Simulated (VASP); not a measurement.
A run of VASP 6.6.1:

File INCAR:

```
SYSTEM = PbSe
ALGO = Fast
EDIFF = 1E-7
EDIFFG = -0.01
ENCUT = 600
GGA = PE
IBRION = 2
ISIF = 2
ISMEAR = 0
LASPH = .True.
LCHARG = .False.
LREAL = .False.
LWAVE = .False.
NELM = 80
NSW = 40
PREC = Accurate
SIGMA = 0.03
```

KPOINTS

```
k-points
0
Gamma
  8 8 8
  0 0 0
```

File POSCAR:

```
PbSe                                    
1.0
    0.0000000000      3.1698046518      3.1698046518
    3.1698046518      0.0000000000      3.1698046518
    3.1698046518      3.1698046518      0.0000000000
  Pb              Se            
     1     1
Direct
     0.0000000000000000    0.0000000000000000    0.0000000000000000
     0.5000000000000000    0.5000000000000000    0.5000000000000000
```

Potentials or basis: VASP PAW PBE potentials, release 64 (Pb_d, Se).

Launch:

```console
$ cat potpaw_PBE.64/Pb_d/POTCAR potpaw_PBE.64/Se/POTCAR > POTCAR
$ mpirun -np 1 vasp_std > vasp.out
```

Hardware: 1 thread of Intel(R) Xeon(R) 6975P-C (Granite Rapids), on a shared host.

How long does it take, and how much memory?

It took 14 s on 1 thread of Intel(R) Xeon(R) 6975P-C (Granite Rapids), on a shared host, peak memory 0.22 GiB. Counts: scf iterations 15, k points 29, ion steps 1.
